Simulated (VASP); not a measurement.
# SnO2 (R-3m) in VASP: settings compared

Aim: see how the results for SnO2 move with the level of theory and the settings. Levels: PBE0, PBE. Tasks: single point, relaxation of cell and atoms.

All numbers are computed with VASP 6.6.1; they aren't measurements. Logs are shortened: lines on timing, memory, paths and dates and some standing lists are left out, and cuts for length are marked.

### Step 1. The structure

The structure is trigonal, space group R-3m (No. 166). The conventional cell has a = 3.234 Å, b = 3.234 Å, c = 14.402 Å, α = 90.00°, β = 90.00°, γ = 120.00°. Around Sn (site symmetry -3m) lie 6 O at 2.13 Å. O (site symmetry 3m) has 3 Sn at 2.13 Å as nearest neighbours.

Measurements of this composition are mostly on another form, of space group No. 136.

### Step 2. Single point, PBE0

POSCAR

```
SnO2
1.0
    1.6170930752      0.9336291223      4.8005925840
   -1.6170930752      0.9336291223      4.8005925840
    0.0000000000     -1.8672582446      4.8005925840
Sn O
1 2
Direct
    0.5000000000      0.5000000000      0.5000000000
    0.7628300000      0.7628300000      0.7628300000
    0.2371700000      0.2371700000      0.2371700000
```

INCAR.step1

```
  ALGO = Normal
  EDIFF = 1E-5
  ENCUT = 400
  GGA = PE
  ISIF = 2
  ISMEAR = 0
  LASPH = True
  LCHARG = False
  LREAL = False
  LWAVE = True
  NBANDS = 21
  NELM = 100
  NKRED = 1
  PREC = Accurate
  SIGMA = 0.01
```

INCAR.step2

```
  AEXX = 0.25
  ALGO = Normal
  EDIFF = 1E-6
  ENCUT = 400
  GGA = PE
  ISIF = 2
  ISMEAR = 0
  ISTART = 1
  LASPH = True
  LCHARG = False
  LHFCALC = True
  LREAL = False
  LWAVE = False
  NBANDS = 21
  NELM = 100
  NKRED = 1
  PREC = Accurate
  PRECFOCK = Fast
  SIGMA = 0.01
```

KPOINTS

```
k-points
0
Gamma
  4 4 4
```

Potentials or basis: VASP PAW PBE potentials, release 64 (Sn_d, O).

On the command line:

```console
$ cat potpaw_PBE.64/Sn_d/POTCAR potpaw_PBE.64/O/POTCAR > POTCAR
$ cp INCAR.step1 INCAR
$ mpirun -np 1 vasp_std > vasp.out
$ cp INCAR.step2 INCAR
$ mpirun -np 1 vasp_std > vasp.out
```

OUTCAR:

```text
AEXX = 0.25
   EDIFF = 1E-6
   ENCUT = 400
   GGA = PE
   ISIF = 2
   ISMEAR = 0
   ISTART = 1
   LASPH = True
   LHFCALC = True
   LREAL = False
   NELM = 100
   NKRED = 1
   PREC = Accurate
   PRECFOCK = Fast

 Found     13 irreducible k-points:

 Following reciprocal coordinates:
            Coordinates               Weight
  0.000000  0.000000  0.000000      1.000000
  0.250000  0.000000  0.000000      6.000000
  0.500000  0.000000  0.000000      3.000000
  0.250000  0.250000  0.000000      6.000000
  0.500000  0.250000  0.000000     12.000000
 -0.250000  0.250000  0.000000      6.000000
   k-points           NKPTS =     13   k-points in BZ     NKDIM =     64   number of bands    NBANDS=     21
   number of dos      NEDOS =    301   number of ions     NIONS =      3
   total plane-waves  NPLWV =  46656
   dimension x,y,z NGX =    36 NGY =   36 NGZ =   36
   dimension x,y,z NGXF=    72 NGYF=   72 NGZF=   72
   ions per type =               1   2
   NGX,Y,Z   is equivalent  to a cutoff of  11.62, 11.62, 11.62 a.u.
   NGXF,Y,Z  is equivalent  to a cutoff of  23.24, 23.24, 23.24 a.u.
 SYSTEM =  unknown system
   PREC   = accura    normal or accurate (medium, high low for compatibility)
   ISTART =      1    job   : 0-new  1-cont  2-samecut
   ICHARG =      0    charge: 1-file 2-atom 10-const
   ISPIN  =      1    spin polarized calculation?
   LNONCOLLINEAR =      F non collinear calculations
   LSORBIT =      F    spin-orbit coupling
   LASPH  =      T    aspherical Exc in radial PAW
   ENCUT  =  400.0 eV  29.40 Ry    5.42 a.u.   8.40  8.40  8.40*2*pi/ulx,y,z
   NELM   =    100;   NELMIN=  2; NELMDL=  0     # of ELM steps
   EDIFF  = 0.1E-05   stopping-criterion for ELM
   LREAL  =      F    real-space projection
   EDIFFG = 0.1E-04   stopping-criterion for IOM
   NSW    =      0    number of steps for IOM
   IBRION =     -1    ionic relax: 0-MD 1-quasi-New 2-CG
   NFREE  =      0    steps in history (QN), initial steepest desc. (CG)
   ISIF   =      2    stress and relaxation
   ISYM   =      3    0-nonsym 1-usesym 2-fastsym
   POTIM  = 0.5000    time-step for ionic-motion
   TEBEG  =    0.0;   TEEND  =   0.0 temperature during run
   PSTRESS=    0.0 pullay stress
   NELECT =      26.0000    total number of electrons
   NUPDOWN=      -1.0000    fix difference up-down
   EMIN   =  10.00;   EMAX   =-10.00  energy-range for DOS
   EFERMI =   0.00;   METHOD = LEGACY
   ISMEAR =     0;   SIGMA  =   0.01  broadening in eV -4-tet -1-fermi 0-gaus
   EFERMI_NEDOS =   21; number of points for ismear=-14 and -15
   IALGO  =     38    algorithm
   IMIX   =      1    mixing-type and parameters
     AMIX     =   0.40;   BMIX     =  1.00
     AMIX_MAG =   1.60;   BMIX_MAG =  1.00
  volume/ion in A,a.u.               =      14.50        97.82
  Fermi-wavevector in a.u.,A,eV,Ry     =   1.379158  2.606231 25.879336  1.902078
  Thomas-Fermi vector in A             =   2.504154
   LORBIT       =      0    0 simple, 1 ext, 2 COOP (PROOUT), +10 PAW based schemes
   GGA     = PE    functional components
   LHFCALC =     T    Hartree Fock is set to
   PRECFOCK=fast      Normal, Fast or Accurate (Low or Medium for compatibility)
   ENCUT4O =  -1.0   cutoff for four orbital integrals eV
   NKREDX  =     1    reduce k-point grid by
   NKREDY  =     1    reduce k-point grid by
   NKREDZ  =     1    reduce k-point grid by
   AEXX    =    0.2500 exact exchange contribution
   HFSCREEN=    0.0000 screening length (either q_TF or 0.3 A-1)
   HFSCREENC=   0.0000 screening length for correlation (either q_TF or 0.3 A-1)
   ENCUTFOCK=  -1.0 apply spherical cutoff to Coloumb kernel
   IVDW    =     0    specifies the selected vdW correction
   LEPSILON=     F    determine dielectric tensor
   LRPA    =     F    only Hartree local field effects (RPA)
 non-spin polarized calculation
 Gauss-broadening in eV      SIGMA  =   0.01
  energy-cutoff  :      400.00
  volume of cell :       43.49
 maximum number of plane-waves:       797
 NGX is ok and might be reduce to    36
  NGX = 18; NGY = 18; NGZ = 18

 number of electron      26.0000004 magnetization

 Free energy of the ion-electron system (eV)
  ---------------------------------------------------
  ext. energy  EPLUGINS =         0.00000000
  ---------------------------------------------------
  free energy    TOTEN  =       -24.69196219 eV

  energy without entropy =      -24.69196219  energy(sigma->0) =      -24.69196219

 E-fermi :   1.7793     XC(G=0):  -7.8317

 val. band max:        1.6233529420   @ k =  -0.2500   0.2500   0.0000
 cond. band min:       5.8395401787   @ k =   0.0000   0.0000   0.0000
 fundamental gap:      4.2161872367
 Fermi energy:         1.7792721247

 k-point     1 :       0.0000    0.0000    0.0000
  band No.  band energies     occupation
      1     -19.7737      2.00000
      2     -19.5577      2.00000
      3     -19.5577      2.00000
      4     -19.3449      2.00000
      5     -19.3449      2.00000
      6     -17.7697      2.00000
[... 13 lines left out ...]
     20      21.5197      0.00000
     21      21.6690      0.00000

 k-point     2 :       0.2500    0.0000    0.0000
  band No.  band energies     occupation
      1     -20.0417      2.00000
      2     -19.5445      2.00000
      3     -19.4851      2.00000
      4     -19.3934      2.00000
      5     -19.3114      2.00000
      6     -17.3138      2.00000
[... 13 lines left out ...]
     20      21.3857      0.00000
     21      22.0925      0.00000

 k-point     3 :       0.5000    0.0000    0.0000
  band No.  band energies     occupation
      1     -20.4207      2.00000
      2     -19.4890      2.00000
      3     -19.4744      2.00000
      4     -19.3141      2.00000
      5     -19.2113      2.00000
      6     -16.5828      2.00000
[... 13 lines left out ...]
     20      17.7368      0.00000
     21      23.8980      0.00000

 k-point     4 :       0.2500    0.2500    0.0000
  band No.  band energies     occupation
      1     -20.0402      2.00000
      2     -19.5442      2.00000
      3     -19.4848      2.00000
      4     -19.3937      2.00000
      5     -19.3113      2.00000
      6     -17.3125      2.00000
[... 13 lines left out ...]
     20      22.1706      0.00000
     21      23.2959      0.00000

 k-point     5 :       0.5000    0.2500    0.0000
  band No.  band energies     occupation
      1     -20.1943      2.00000
      2     -19.7837      2.00000
      3     -19.4033      2.00000
      4     -19.3943      2.00000
      5     -19.2728      2.00000
      6     -16.2427      2.00000
[... 13 lines left out ...]
     20      19.4590      0.00000
     21      21.7819      0.00000

 k-point     6 :      -0.2500    0.2500    0.0000
  band No.  band energies     occupation
      1     -20.1928      2.00000
      2     -19.7841      2.00000
      3     -19.4031      2.00000
      4     -19.3946      2.00000
      5     -19.2733      2.00000
      6     -16.2657      2.00000
[... 13 lines left out ...]
     20      18.1430      0.00000
     21      22.5431      0.00000

 [... further k-points ...]

------------------------ aborting loop because EDIFF is reached ----------------------------------------

  FORCE on cell =-STRESS in cart. coord.  units (eV):
  Direction    XX          YY          ZZ          XY          YZ          ZX
  --------------------------------------------------------------------------------------
  -------------------------------------------------------------------------------------
  Total       -3.4930944     -3.4930944     -3.0591646      0.0000000      0.0000000      0.0000000
  in kB     -128.6961030   -128.6961030   -112.7088262      0.0000000      0.0000000      0.0000000
  external PRESSURE =    -123.3670107 kB  Pullay stress =       0.0000000 kB

 VOLUME and BASIS-vectors are now :
 -----------------------------------------------------------------------------
  energy-cutoff  :      400.00
  volume of cell :       43.49
      direct lattice vectors                 reciprocal lattice vectors
     1.617093075  0.933629122  4.800592584     0.309196797  0.178514854  0.069435872
    -1.617093075  0.933629122  4.800592584    -0.309196797  0.178514854  0.069435872
     0.000000000 -1.867258245  4.800592584     0.000000000 -0.357029708  0.069435872

 POSITION                                       TOTAL-FORCE (eV/Angst)
 -----------------------------------------------------------------------------------
      0.00000      0.00000      7.20089         0.000000      0.000000      0.000000
      0.00000      0.00000     10.98611         0.000000     -0.000000      0.839050
      0.00000      0.00000      3.41567         0.000000     -0.000000     -0.839050
 -----------------------------------------------------------------------------------
    total drift:                               -0.000000      0.000000      0.000001

  FREE ENERGIE OF THE ION-ELECTRON SYSTEM (eV)
  ---------------------------------------------------
  free  energy   TOTEN  =       -24.6919621913 eV

  energy  without entropy=      -24.6919621913  energy(sigma->0) =      -24.69196219
```

It took 8.2 min on 1 thread of AMD EPYC 9R45 (Zen 5), shared host; peak memory 0.17 GiB.

The run converged, but some of its settings lie outside the range that counts as converged, so its numbers aren't taken as properties of the crystal.

What came out:

```
Free energy            : -24.6920 eV
Largest force          : 0.839 eV/Å
Band gap on the k mesh : 4.22 eV, indirect (least direct gap 4.29 eV)
```

Caveat: the k mesh is coarse (spacing up to 0.57 Å⁻¹), so the values aren't converged, least of all with exact exchange; the cutoff is under 1.25 times the usual one of these potentials, so pressure, stress and relaxed cells hold a basis-set (Pulay) error; the PAW data sets were made with another functional, which shifts forces and pressure a little; spin-orbit coupling is left out, which moves the levels of the heavy elements.

### Step 3. Relaxation of cell and atoms, PBE, target pressure 2 GPa, at which the enthalpy is minimised

INCAR

```
SYSTEM = SnO2
PREC     = Accurate       ! precision mode
ENCUT    = 600            ! plane-wave cutoff, eV
EDIFF    = 1E-6           ! SCF threshold, eV
ISMEAR   = -1             ! smearing method
SIGMA    = 0.05           ! smearing width, eV
LREAL    = .False.        ! projectors in reciprocal space
LASPH    = .True.         ! aspherical terms in the spheres
NELM     = 100            ! most SCF steps
ALGO     = Fast           ! electronic algorithm
ISIF     = 3              ! what is computed and relaxed
LWAVE    = .False.        ! write WAVECAR
LCHARG   = .False.        ! write CHGCAR
GGA      = PE             ! functional
IBRION   = 2              ! ionic algorithm
NSW      = 40             ! ionic steps
EDIFFG   = -0.01          ! ionic threshold
PSTRESS  = 20
```

KPOINTS

```
Automatic mesh
0
Gamma
  10 10 10
  0 0 0
```

POSCAR is that of step 2.

Potentials or basis: VASP PAW PBE potentials, release 64 (Sn_d, O).

On the command line:

```console
$ cat potpaw_PBE.64/Sn_d/POTCAR potpaw_PBE.64/O/POTCAR > POTCAR
$ mpirun -np 1 vasp_std > vasp.out
```

Run time: 27 min. Hardware: 1 thread of Intel Xeon 6975P-C (Granite Rapids), shared host; peak memory 0.4 GiB.

Results (log left out):

```yaml
Free_energy: -18.1862 eV
Relaxed_volume: 13.14 Å³/atom
Relaxed_cell: a = 4.715 Å, b = 4.715 Å, c = 4.715 Å, α = 40.22°, β = 40.22°, γ = 40.22°
Space_group_after_relaxing_to_0.05_Å: R-3m (No. 166)
Energy_change_on_relaxing_the_enthalpy_is_what_falls: +5.9 meV/atom
Ionic_steps: 17
Pressure_after_relaxing: 2.0 GPa
Largest_force_after_relaxing: 0.009 eV/Å
Band_gap_on_the_k_mesh: 1.55 eV, direct
```

Forces on the atoms (eV/Å):
```
Sn   0.000  0.000  0.000
O    0.000  0.000  0.009
O    0.000  0.000 -0.009
```

Stress tensor (GPa, compression positive):
```
2.00 0.00 0.00
0.00 2.00 0.00
0.00 0.00 2.08
```

Step by step:
| step | energy change (eV) | largest force (eV/Å) | pressure (GPa) | volume (Å³) |
| --- | --- | --- | --- | --- |
| 1 | 0.0000 | 0.0841 | -0.21 | 43.49 |
| 2 | 0.0154 | 0.2961 | 4.41 | 42.24 |
| 3 | 0.0033 | 0.1037 | 2.03 | 42.85 |
| 4 | 0.0026 | 0.1199 | 1.97 | 42.65 |
| 5 | 0.0024 | 0.1677 | 1.81 | 42.03 |
| 6 | 0.0109 | 0.2629 | 1.76 | 40.76 |
| 7 | 0.0105 | 0.2070 | 1.64 | 40.54 |
| 8 | 0.0123 | 0.0653 | 1.40 | 39.96 |
| 9 | 0.0309 | 0.2284 | 1.25 | 38.80 |
| 10 | 0.0154 | 0.0029 | 1.35 | 39.64 |
| 11 | 0.0163 | 0.0209 | 1.35 | 39.56 |
| 12 | 0.0193 | 0.0294 | 2.45 | 39.30 |
| 13 | 0.0181 | 0.0114 | 2.03 | 39.39 |
| 14 | 0.0181 | 0.0122 | 2.07 | 39.38 |
| 15 | 0.0180 | 0.0003 | 2.04 | 39.39 |
| 16 | 0.0179 | 0.0106 | 2.02 | 39.40 |
| 17 | 0.0178 | 0.0087 | 2.03 | 39.41 |

Final structure:
```yaml
crystal:
  lattice:
    - [1.62123, 0.93602, 4.32783]
    - [-1.62123, 0.93602, 4.32783]
    - [0.00000, -1.87204, 4.32783]
  atoms:
    - { symbol: Sn, position: [0.50000, 0.50000, 0.50000] }
    - { symbol: O, position: [0.75681, 0.75681, 0.75681] }
    - { symbol: O, position: [0.24319, 0.24319, 0.24319] }
```

Levels at points of the mesh, in eV from the valence-band top:
```
           k point  band 11  band 12  band 13  band 14  band 15  band 16
(0.00, 0.00, 0.00)    -1.21    -1.21     0.00     1.55     5.45    10.65
(0.50, 0.00, 0.00)    -1.85    -1.02    -0.92     5.25     7.80     9.82
(0.50, 0.50, 0.00)    -1.11    -0.56    -0.05     4.77     6.70    10.77
(0.50, 0.50, 0.50)    -1.65    -1.07    -1.07     3.42     5.70    11.06
```

Caveat: the cell is relaxed towards a set pressure, so the enthalpy falls and the energy may rise; spin-orbit coupling is left out, which moves the levels of the heavy elements. A k mesh can miss the band edges.

### Step 4. Relaxation of cell and atoms, PBE, target pressure 5 GPa, at which the enthalpy is minimised

INCAR, as its differences from that of step 3:

```diff
@@ -17,2 +17,2 @@
 EDIFFG   = -0.01          ! ionic threshold
-PSTRESS  = 20
+PSTRESS  = 50
```

KPOINTS is that of step 3.

POSCAR is that of step 3.

On the command line:

```console
$ cat potpaw_PBE.64/Sn_d/POTCAR potpaw_PBE.64/O/POTCAR > POTCAR
$ mpirun -np 1 vasp_std > vasp.out
```

Run time: 24 min. Hardware: 1 thread of Intel Xeon 6975P-C (Granite Rapids), shared host; peak memory 0.35 GiB.

Results (log left out):

```
Free energy                                            : -18.1401 eV
Relaxed volume                                         : 12.42 Å³/atom
Relaxed cell                                           : a = 4.497 Å, b = 4.497 Å, c = 4.497 Å, α = 42.29°, β = 42.29°, γ = 42.29°
Space group after relaxing (to 0.05 Å)                 : R-3m (No. 166)
Energy change on relaxing (the enthalpy is what falls) : +21.3 meV/atom
Ionic steps                                            : 14
Pressure after relaxing                                : 4.9 GPa
Largest force after relaxing                           : 0.004 eV/Å
Band gap on the k mesh                                 : 1.34 eV, direct
```

Forces in eV/Å, atoms in the order of the input:
```
Sn   0.000  0.000  0.000
O    0.000  0.000  0.004
O    0.000  0.000 -0.004
```

Stress tensor (GPa, compression positive):
```
4.89 0.00 0.00
0.00 4.89 0.00
0.00 0.00 5.07
```

The path:
```csv
step,energy change (eV),largest force (eV/Å),pressure (GPa),volume (Å³)
1,0.0000,0.0841,-0.21,43.49
2,0.0954,0.7876,11.59,40.59
3,0.0205,0.3121,4.92,42.06
4,0.0197,0.2984,5.01,41.54
5,0.0239,0.2606,5.37,39.96
6,0.0849,0.1342,8.01,36.77
7,0.0756,0.4669,-0.36,37.71
8,0.0715,0.0545,5.31,37.05
9,0.0717,0.0509,5.37,37.05
10,0.0676,0.0151,5.22,37.16
11,0.0647,0.0113,4.99,37.25
12,0.0653,0.0092,5.10,37.23
13,0.0652,0.0080,5.05,37.23
14,0.0639,0.0043,4.95,37.27
```

Final structure:
```
Sn O
1.0
     1.62228    0.93663    4.08845
    -1.62228    0.93663    4.08845
     0.00000   -1.87325    4.08845
Sn O
1 2
Direct
  0.50000 0.50000 0.50000
  0.75355 0.75355 0.75355
  0.24645 0.24645 0.24645
```

Levels at points of the mesh, in eV from the valence-band top:
| k point | band 9 | band 10 | band 11 | band 12 | band 13 | band 14 | band 15 | band 16 | band 17 |
| --- | --- | --- | --- | --- | --- | --- | --- | --- | --- |
| (0.00, 0.00, 0.00) | -1.61 | -1.61 | -1.47 | -1.47 | 0.00 | 1.34 | 5.24 | 10.37 | 10.37 |
| (0.50, 0.00, 0.00) | -4.38 | -3.33 | -2.18 | -1.37 | -1.20 | 5.23 | 7.85 | 9.70 | 12.52 |
| (0.50, 0.50, 0.00) | -5.07 | -3.74 | -1.09 | -0.64 | -0.10 | 4.56 | 6.61 | 10.86 | 10.91 |
| (0.50, 0.50, 0.50) | -2.22 | -1.93 | -1.93 | -1.24 | -1.24 | 3.62 | 5.81 | 11.00 | 11.00 |

Caveat: the cell is relaxed towards a set pressure, so the enthalpy falls and the energy may rise; spin-orbit coupling is left out, which moves the levels of the heavy elements.
